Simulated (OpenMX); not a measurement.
# BAs (F-43m) in OpenMX: a series of runs, part 2 of 2

OpenMX 3.8.5. Earlier steps stand in the parts before.

## Step 4: Single point, LDA, 13.35 Å³/atom (volume scaled by 0.98)

BAs.dat

```
System.CurrrentDirectory             ./
System.Name                          BAs
DATA.PATH                            ./DFT_DATA13
level.of.stdout                      1
level.of.fileout                     0
Species.Number                       2
<Definition.of.Atomic.Species
  As  As7.0-s3p2d2           As_CA13
  B   B7.0-s2p2d1            B_CA13
Definition.of.Atomic.Species>

Atoms.Number                         2
Atoms.SpeciesAndCoordinates.Unit     FRAC
<Atoms.SpeciesAndCoordinates
    1  As    0.7500000000    0.7500000000    0.7500000000   7.500  7.500
    2  B     0.0000000000    0.0000000000    0.0000000000   1.500  1.500
Atoms.SpeciesAndCoordinates>

Atoms.UnitVectors.Unit               Ang
<Atoms.UnitVectors
     0.0000000000    2.3724693156    2.3724693156
     2.3724693156    0.0000000000    2.3724693156
     2.3724693156    2.3724693156    0.0000000000
Atoms.UnitVectors>

scf.XcType                           LDA
scf.SpinPolarization                 off
scf.ElectronicTemperature            580.226
scf.maxIter                          100
scf.EigenvalueSolver                 band
scf.Kgrid                            11 11 11
scf.Mixing.Type                      rmm-diisk
scf.Init.Mixing.Weight               0.05
scf.Min.Mixing.Weight                0.001
scf.Max.Mixing.Weight                0.3
scf.Mixing.History                   25
scf.Mixing.StartPulay                8
scf.criterion                        1.0e-8
MD.Type                              nomd
scf.Ngrid                            36 36 36
scf.energycutoff                     500.0
```

On the command line:

```sh
$ openmx BAs.dat -nt 1 > BAs.std
```

Run time: 3.1 min. Hardware: 1 thread of Intel Xeon Platinum 8375C at 2.90GHz (Ice Lake), shared host; peak memory 0.74 GiB.

Results (log left out):

- Free energy: -2966.2311 eV
- Band gap on the k mesh: 1.20 eV, indirect (least direct gap 3.35 eV)
- Mulliken charges: As -0.78; B +0.78 e

Caveat: the basis has few d functions beyond the semicore shells, which can make volumes several per cent too large; Mulliken charges move with the basis; an odd mesh through Γ misses points on the zone boundary, where band edges often lie; the basis of atomic orbitals isn't converged, which shifts pressures, moduli and gaps.

## Step 5: Single point, LDA, 13.90 Å³/atom (volume scaled by 1.02)

Changes to BAs.dat since step 4:

```diff
@@ -20,5 +20,5 @@
 <Atoms.UnitVectors
-     0.0000000000    2.3724693156    2.3724693156
-     2.3724693156    0.0000000000    2.3724693156
-     2.3724693156    2.3724693156    0.0000000000
+     0.0000000000    2.4043183418    2.4043183418
+     2.4043183418    0.0000000000    2.4043183418
+     2.4043183418    2.4043183418    0.0000000000
 Atoms.UnitVectors>
```

On the command line:

```sh
$ openmx BAs.dat -nt 1 > BAs.std
```

Wall time 3 min (1 thread of Intel Xeon Platinum 8375C at 2.90GHz (Ice Lake), shared host); peak memory 0.72 GiB.

Results (log left out):

- Free energy: -2966.2068 eV
- Band gap on the k mesh: 1.23 eV, indirect (least direct gap 3.30 eV)
- Mulliken charges: As -0.75; B +0.75 e

Caveat: the basis has few d functions beyond the semicore shells, which can make volumes several per cent too large; Mulliken charges move with the basis; an odd mesh through Γ misses points on the zone boundary, where band edges often lie; the basis of atomic orbitals isn't converged, which shifts pressures, moduli and gaps.

## Step 6: Single point, LDA, 13.08 Å³/atom (volume scaled by 0.96)

Changes to BAs.dat since step 5:

```diff
@@ -20,5 +20,5 @@
 <Atoms.UnitVectors
-     0.0000000000    2.4043183418    2.4043183418
-     2.4043183418    0.0000000000    2.4043183418
-     2.4043183418    2.4043183418    0.0000000000
+     0.0000000000    2.3562190158    2.3562190158
+     2.3562190158    0.0000000000    2.3562190158
+     2.3562190158    2.3562190158    0.0000000000
 Atoms.UnitVectors>
```

Potentials or basis: OpenMX 2013 LDA set, As7.0-s3p2d2, B7.0-s2p2d1, fixed grid of 36 × 36 × 36 points.

On the command line:

```sh
$ openmx BAs.dat -nt 1 > BAs.std
```

Run time: 3.2 min. Hardware: 1 thread of Intel Xeon Platinum 8375C at 2.90GHz (Ice Lake), shared host; peak memory 0.75 GiB.

The run converged. Its results:

- Free energy: -2966.2279 eV
- Band gap on the k mesh: 1.19 eV, indirect (least direct gap 3.38 eV)
- Mulliken charges: As -0.80; B +0.80 e

Caveat: the basis has few d functions beyond the semicore shells, which can make volumes several per cent too large; Mulliken charges move with the basis; an odd mesh through Γ misses points on the zone boundary, where band edges often lie; the basis of atomic orbitals isn't converged, which shifts pressures, moduli and gaps.

## Step 7: Single point, LDA, 14.17 Å³/atom (volume scaled by 1.04)

Changes to BAs.dat since step 6:

```diff
@@ -20,5 +20,5 @@
 <Atoms.UnitVectors
-     0.0000000000    2.3562190158    2.3562190158
-     2.3562190158    0.0000000000    2.3562190158
-     2.3562190158    2.3562190158    0.0000000000
+     0.0000000000    2.4199312360    2.4199312360
+     2.4199312360    0.0000000000    2.4199312360
+     2.4199312360    2.4199312360    0.0000000000
 Atoms.UnitVectors>
```

On the command line:

```sh
$ openmx BAs.dat -nt 1 > BAs.std
```

Run time: 2.6 min. Hardware: 1 thread of Intel Xeon Platinum 8375C at 2.90GHz (Ice Lake), shared host; peak memory 0.7 GiB.

It converged, with:

| Item | Value |
| --- | --- |
| Free energy | -2966.1825 eV |
| Band gap on the k mesh | 1.25 eV, indirect (least direct gap 3.27 eV) |
| Mulliken charges | As -0.73; B +0.73 e |

Caveat: the basis has few d functions beyond the semicore shells, which can make volumes several per cent too large; Mulliken charges move with the basis; an odd mesh through Γ misses points on the zone boundary, where band edges often lie; the basis of atomic orbitals isn't converged, which shifts pressures, moduli and gaps.

## Step 8: Single point, LDA, 12.81 Å³/atom (volume scaled by 0.94)

Changes to BAs.dat since step 7:

```diff
@@ -20,5 +20,5 @@
 <Atoms.UnitVectors
-     0.0000000000    2.4199312360    2.4199312360
-     2.4199312360    0.0000000000    2.4199312360
-     2.4199312360    2.4199312360    0.0000000000
+     0.0000000000    2.3397414207    2.3397414207
+     2.3397414207    0.0000000000    2.3397414207
+     2.3397414207    2.3397414207    0.0000000000
 Atoms.UnitVectors>
```

On the command line:

```sh
$ openmx BAs.dat -nt 1 > BAs.std
```

It took 2.9 min on 1 thread of Intel Xeon Platinum 8375C at 2.90GHz (Ice Lake), shared host; peak memory 0.78 GiB.

The run converged. Its results:

| Item | Value |
| --- | --- |
| Free energy | -2966.2143 eV |
| Band gap on the k mesh | 1.17 eV, indirect (least direct gap 3.41 eV) |
| Mulliken charges | As -0.82; B +0.82 e |

Caveat: the basis has few d functions beyond the semicore shells, which can make volumes several per cent too large; Mulliken charges move with the basis; an odd mesh through Γ misses points on the zone boundary, where band edges often lie; the basis of atomic orbitals isn't converged, which shifts pressures, moduli and gaps.

## Step 9: Single point, LDA, 14.44 Å³/atom (volume scaled by 1.06)

Changes to BAs.dat since step 8:

```diff
@@ -20,5 +20,5 @@
 <Atoms.UnitVectors
-     0.0000000000    2.3397414207    2.3397414207
-     2.3397414207    0.0000000000    2.3397414207
-     2.3397414207    2.3397414207    0.0000000000
+     0.0000000000    2.4353452264    2.4353452264
+     2.4353452264    0.0000000000    2.4353452264
+     2.4353452264    2.4353452264    0.0000000000
 Atoms.UnitVectors>
```

Potentials or basis: OpenMX 2013 LDA set, As7.0-s3p2d2, B7.0-s2p2d1, fixed grid of 36 × 36 × 36 points.

On the command line:

```sh
$ openmx BAs.dat -nt 1 > BAs.std
```

It took 2.3 min on 1 thread of Intel Xeon Platinum 8375C at 2.90GHz (Ice Lake), shared host; peak memory 0.7 GiB.

Results (log left out):

* Free energy: -2966.1504 eV
* Band gap on the k mesh: 1.27 eV, indirect (least direct gap 3.25 eV)
* Mulliken charges: As -0.72; B +0.72 e

Caveat: the basis has few d functions beyond the semicore shells, which can make volumes several per cent too large; Mulliken charges move with the basis; an odd mesh through Γ misses points on the zone boundary, where band edges often lie; the basis of atomic orbitals isn't converged, which shifts pressures, moduli and gaps.

## Step 10: Equation of state, LDA

Potentials or basis: OpenMX 2013 LDA set, As7.0-s3p2d2, B7.0-s2p2d1, fixed grid of 36 × 36 × 36 points.

This step only gathers the single runs of the series.

What came out:

```yaml
Equilibrium_volume: 13.29 Å³/atom
Bulk_modulus: 148 GPa
Pressure_derivative_of_the_bulk_modulus: "4.2 (rough: it moves with the points fitted)"
```

Energy against volume, from the lowest point:
| volume (Å³/atom) | energy (meV/atom) |
| --- | --- |
| 12.809 | 8.42 |
| 13.081 | 1.61 |
| 13.354 | 0.00 |
| 13.626 | 3.81 |
| 13.899 | 12.17 |
| 14.171 | 24.28 |
| 14.444 | 40.33 |

Caveat: the basis has few d functions beyond the semicore shells, which can make volumes several per cent too large; volumes in these bases differ from converged ones by about 1 %, for some elements by several; the basis of atomic orbitals isn't converged, which shifts pressures, moduli and gaps. LDA usually gives volumes a few per cent too small.

## Step 11: The reference run

An earlier run on the cell as given: functional PBE; potentials or basis OpenMX 2013 PBE set, As7.0-s3p2d2, B7.0-s2p2d1, fixed grid of 36 × 36 × 36 points; k mesh 11 × 11 × 11; occupations fermi-dirac, width 0.05 eV; no spin polarisation.

* Band gap on the k mesh: 1.26 eV, indirect (least direct gap 3.35 eV)
* Mulliken charges: As -0.72; B +0.72 e

## Step 12: How close it comes

Step 10. Measured bulk modulus of BAs: 148 GPa (quoted in “Basic Physical Properties of Cubic Boron Arsenide”, 2019, arxiv:1911.11281). This calculation gives 148 GPa (+0.2 %). The fit is for a static lattice scaled at fixed shape and fixed fractional positions.
